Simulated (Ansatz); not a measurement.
Space group P6_3mc (No. 186). a = 3.218 Å, b = 3.218 Å, c = 5.243 Å, α = 90.00°, β = 90.00°, γ = 120.00°
| atom | site | symmetry | x | y | z |
| --- | --- | --- | --- | --- | --- |
| Ga | 2b | 3m. | 0.3333 | 0.6667 | 0.9991 |
| N | 2b | 3m. | 0.3333 | 0.6667 | 0.3759 |

Equation of state of this GaN structure (not necessarily the ground state), with shape and atoms relaxed at each volume where symmetry leaves them free. All numbers below come from DFT PBE, scalar-relativistic, plane waves, PAW in Ansatz 0.2.0.

Plane waves to 420 eV, a k mesh through Γ of 12×12×6 on the computed 4-atom cell and Gaussian smearing (0.02 eV); no spin polarisation.

```
V (Å³/atom) E − E(largest V) (meV/atom) P (GPa) gap on mesh (eV)
     10.347                        61.45    29.17              2.56
     10.700                         7.61    20.00              2.34
     11.053                       -27.63    12.22              2.12
     11.405                       -47.06     5.62              1.91
     11.758                       -53.11     0.00              1.71
     12.111                       -47.70    -4.76              1.51
     12.464                       -32.63    -8.81              1.33
     12.934                         0.00   -13.26              1.08
```

Task: Fit a third-order Birch–Murnaghan equation to E(V).

Result: V0 = 11.76 Å³/atom, B0 = 172 GPa, B0' = 4.4.